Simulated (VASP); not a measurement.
Here is a VASP 6.6.1 calculation.

Contents of POSCAR:

```
TaN
1.0
    5.1960001500      0.0000000000      0.0000000000
   -2.5980000800      4.4998681300      0.0000000000
    0.0000000000      0.0000000000      2.9109996000
Ta N
3 3
Direct
    0.3333333333      0.6666666667      0.5000000000
    0.6666666667      0.3333333333      0.5000000000
    0.0000000000      0.0000000000      0.0000000000
    0.3928500000      0.0000000000      0.0000000000
    0.6071500000      0.6071500000      0.0000000000
    0.0000000000      0.3928500000      0.0000000000
```

INCAR.step1

```
PREC     = Accurate       # precision mode
ENCUT    = 450            # plane-wave cutoff, eV
EDIFF    = 1E-5           # SCF threshold, eV
ISMEAR   = 0              # smearing method
SIGMA    = 0.05           # smearing width, eV
LREAL    = False          # projectors in reciprocal space
LASPH    = True           # aspherical terms in the spheres
NELM     = 100            # most SCF steps
ALGO     = Normal         # electronic algorithm
ISIF     = 2              # what is computed and relaxed
LWAVE    = True           # write WAVECAR
LCHARG   = False          # write CHGCAR
ISPIN    = 2              # spin polarisation
MAGMOM   = 0.5 0.5 0.5 0 0 0 # initial moments
LORBIT   = 11             # projections on sites
LMAXMIX  = 4              # l up to which the mixer works
NBANDS   = 37             # bands
GGA      = PE             # functional
```

INCAR.step2

```
PREC     = Accurate       # precision mode
ENCUT    = 450            # plane-wave cutoff, eV
EDIFF    = 1E-7           # SCF threshold, eV
ISMEAR   = 0              # smearing method
SIGMA    = 0.05           # smearing width, eV
LREAL    = False          # projectors in reciprocal space
LASPH    = True           # aspherical terms in the spheres
NELM     = 100            # most SCF steps
ALGO     = Normal         # electronic algorithm
ISIF     = 2              # what is computed and relaxed
LWAVE    = False          # write WAVECAR
LCHARG   = False          # write CHGCAR
ISPIN    = 2              # spin polarisation
MAGMOM   = 0.5 0.5 0.5 0 0 0 # initial moments
LORBIT   = 11             # projections on sites
LMAXMIX  = 4              # l up to which the mixer works
GGA      = PE             # functional
LHFCALC  = True           # exact exchange
HFSCREEN = 0.2            # screening, 1/A
PRECFOCK = Fast         
NBANDS   = 37             # bands
ISTART   = 1
```

KPOINTS

```
Automatic mesh
0
Gamma
  3 3 4
```

Potentials or basis: VASP PAW PBE potentials, release 64 (Ta_pv, N).

The run is started by

```console
$ cat potpaw_PBE.64/Ta_pv/POTCAR potpaw_PBE.64/N/POTCAR > POTCAR
$ cp INCAR.step1 INCAR
$ mpirun -np 1 vasp_std > vasp.out
$ cp INCAR.step2 INCAR
$ mpirun -np 1 vasp_std > vasp.out
```

Task: What does it give for the largest force?

Result: 0.038 eV/Å.

Task: Estimate the net moment.

Result: 0.00 μB per cell.

Forces in eV/Å, atoms in the order of the input:
```
Ta   0.000  0.000  0.000
Ta   0.000  0.000  0.000
Ta   0.000  0.000  0.000
N    0.038  0.000  0.000
N   -0.019 -0.033  0.000
N   -0.019  0.033  0.000
```

Caveat: the k mesh is coarse (spacing up to 0.54 Å⁻¹), so the values aren't converged, least of all with exact exchange; the PAW data sets were made with another functional, which shifts forces and pressure a little. The run has no spin-orbit coupling, so splittings on Ta are missing.
